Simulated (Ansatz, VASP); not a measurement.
Two plane-wave programs on HfB

INCAR

```
  PREC = Accurate
  ENCUT = 520
  EDIFF = 1E-7
  ISMEAR = 0
  SIGMA = 0.15
  LREAL = F
  LASPH = T
  NELM = 100
  ALGO = Normal
  ISIF = 2
  LWAVE = F
  LCHARG = F
  GGA = PE
  NBANDS = 14
```

Contents of KPOINTS:

```
regular mesh
0
Gamma
  18 18 18
```

File POSCAR:

```
HfB
1.0
    0.0000000000      2.1945000000      2.3677500000
    2.1945000000      0.0000000000      2.3677500000
    2.1945000000      2.1945000000      0.0000000000
Hf B
1 1
Direct
    0.5000000000      0.5000000000      0.5000000000
    0.0000000000      0.0000000000      0.0000000000
```

Input for Ansatz:

```yaml
crystal:
  lattice:
    - [0.0, 2.1945, 2.36775]
    - [2.1945, 0.0, 2.36775]
    - [2.1945, 2.1945, 0.0]
  atoms:
    - { symbol: Hf, position: [0.5, 0.5, 0.5] }
    - { symbol: B, position: [0.0, 0.0, 0.0] }
basis:
  ecutwfc: 420
kpoints:
  mp_grid: { grid: [18, 18, 18] }
hamiltonian:
  xc: pbe
scf:
  occupations: { method: gaussian, width: 0.15 }
output:
  forces: true
  stress: true
  eigenvalues: true
  write_density: true
  write_potential: true
  elf: true
  volumetric_format: npy
```

Change from the starting cell: strain -0.050 along x and y, +0.025 along z, atoms carried along.

Alike in both runs: task single point; functional PBE; k mesh 18 × 18 × 18; occupations gaussian, width 0.15 eV; no spin polarisation.

|  | VASP | Ansatz |
| --- | --- | --- |
| version | VASP 6.6.1 | Ansatz 0.2.0 |
| potentials or method | VASP PAW PBE potentials, release 64 (Hf_pv, B) | scalar-relativistic, plane waves, PAW |
| plane-wave cutoff (eV) | 520 | 420 |
| valence electrons in the cell | 13 | 29 |

|  | VASP | Ansatz | Ansatz less VASP |
| --- | --- | --- | --- |
| gap on the k mesh at the Fermi level (eV) | none | none | - |
| pressure (GPa) | 58.1 | 56.4 | -1.74 |
| largest component of the traceless stress (GPa) | 32.11 | 31.54 | -0.569 |

A gap of «none» marks a metal or a gap that the smearing closes. With one functional, cell and mesh, what is left measures potentials, basis and numerics. The two sets of potentials don't hold the same shells in valence.

Caveats: so large a pressure means that the cell lies far from this level's equilibrium, or that cutoff or potentials fall short (VASP). The runs have no spin-orbit coupling, so splittings on Hf are missing.
